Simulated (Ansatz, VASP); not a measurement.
**ScH3 in VASP and in Ansatz**

The input INCAR:

```
SYSTEM = ScH3
ALGO = Normal ; EDIFF = 1E-7
ENCUT = 520 ; GGA = CA
ISIF = 2 ; ISMEAR = 1
LASPH = .TRUE. ; LCHARG = .FALSE.
LREAL = .FALSE. ; LWAVE = .FALSE.
NBANDS = 15 ; NELM = 100
PREC = Accurate ; SIGMA = 0.01
```

KPOINTS

```
k-points
0
G
  6 6 6
  0 0 0
```

POSCAR

```
ScH3
1.0
   -1.6607760000      1.6607760000      2.4438240000
    1.6607760000     -1.6607760000      2.4438240000
    1.6607760000      1.6607760000     -2.4438240000
Sc H
1 3
Direct
    0.0000000000      0.0000000000      0.0000000000
    0.7500000000      0.2500000000      0.5000000000
    0.2500000000      0.7500000000      0.5000000000
    0.5000000000      0.5000000000      0.0000000000
```

Input for Ansatz:

```yaml
crystal:
  lattice:
    - [-1.660776, 1.660776, 2.443824]
    - [1.660776, -1.660776, 2.443824]
    - [1.660776, 1.660776, -2.443824]
  atoms:
    - { symbol: Sc, position: [0.0, 0.0, 0.0] }
    - { symbol: H, position: [0.75, 0.25, 0.5] }
    - { symbol: H, position: [0.25, 0.75, 0.5] }
    - { symbol: H, position: [0.5, 0.5, 0.0] }
kpoints:
  mp_grid:
    grid: [6, 6, 6]
    shift: [0.0, 0.0, 0.0]
hamiltonian:
  xc: lda
  pseudopotentials:
    kind: paw
scf:
  self_checks: high
  occupations:
    method: methfessel_paxton
    width: 0.01
output:
  forces: true
  stress: true
  eigenvalues: true
```

The cell comes from a database or a generator and needn't be the stable form of this composition.

Alike in both runs: task single point; functional LDA; k mesh 6 × 6 × 6; occupations methfessel-paxton of order 1, width 0.01 eV; no spin polarisation.

```csv
,VASP,Ansatz
version,VASP 6.6.1,Ansatz 0.2.0
potentials or method,"VASP PAW LDA potentials, release 64 (Sc_sv, H)","plane waves, PAW"
plane-wave cutoff (eV),520,420
valence electrons in the cell,14,14
```

Ansatz gave:

| Item | Value |
| --- | --- |
| gap on the k mesh at the Fermi level (eV) | none |
| pressure (GPa) | -6.7 |
| largest component of the traceless stress (GPa) | 0.16 |

Problem. Estimate VASP's values.

Solution. gap on the k mesh at the Fermi level (eV): none; pressure (GPa): -6.4; largest component of the traceless stress (GPa): 0.14.

A gap of «none» marks a metal or a gap that the smearing closes.

Caveats: the k mesh is coarse (spacing up to 0.45 Å⁻¹), so the values aren't converged.
